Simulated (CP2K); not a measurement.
Runs of CP2K 2026.2 on Zn. It takes space group P6_3/mmc (No. 194, hexagonal). Conventional cell: a = 2.670 Å, b = 2.670 Å, c = 4.966 Å, α = 90.00°, β = 90.00°, γ = 120.00°. Zn (site symmetry -6m2) has 12 Zn at 2.67 to 2.92 Å as nearest neighbours. 

| task | level | potentials or basis | smearing | NGRIDS | basis sets | potentials | CUTOFF of the grids | gap on the mesh (eV) | pressure (GPa) |
| --- | --- | --- | --- | --- | --- | --- | --- | --- | --- |
| single point | PBE | POTENTIAL_UZH Zn GTH-PBE-q12; TZVP-MOLOPT-PBE-GTH basis | methfessel-paxton 0.2 eV | 5 | Zn TZVP-MOLOPT-PBE-GTH-q12 | Zn GTH-PBE-q12 of POTENTIAL_UZH | 450 Ry | none | -0.3 |
| single point | RPBE | POTENTIAL_UZH Zn GTH-PBE-q12; TZVP-MOLOPT-PBE-GTH basis | gaussian 0.05 eV | 4 | Zn TZVP-MOLOPT-PBE-GTH-q12 | Zn GTH-PBE-q12 of POTENTIAL_UZH | 450 Ry | none | (a) |
| single point | LDA | GTH_POTENTIALS Zn GTH-PADE-q12; TZVP-MOLOPT-PBE-GTH basis | gaussian 0.02 eV | 4 | Zn TZVP-MOLOPT-PBE-GTH-q12 | Zn GTH-PADE-q12 of GTH_POTENTIALS | 450 Ry | none | -8.6 |
| single point | PBE | POTENTIAL_UZH Zn GTH-PBE-q12; TZVP-MOLOPT-PBE-GTH basis | gaussian 0.05 eV | 5 | Zn TZVP-MOLOPT-PBE-GTH-q12 | Zn GTH-PBE-q12 of POTENTIAL_UZH | 450 Ry | none | -0.3 |
| electron localisation function | r2SCAN | POTENTIAL_UZH Zn GTH-SCAN-q12; TZVP-MOLOPT-SCAN-GTH basis | methfessel-paxton 0.2 eV | 5 | Zn TZVP-MOLOPT-SCAN-GTH-q12 | Zn GTH-SCAN-q12 of POTENTIAL_UZH | 675 Ry | none | -5.8 |

Alike in all rows: no spin polarisation; cell as given; k mesh 11 × 11 × 6.

Task: Estimate the missing entries.

Result: (a) 2.3.

Caveats: the basis of atomic orbitals isn't converged, which shifts pressures, moduli and gaps; the potentials were made for another functional, which shifts forces and pressure (some runs).

A gap of «none» marks a metal or a gap under the smearing width.
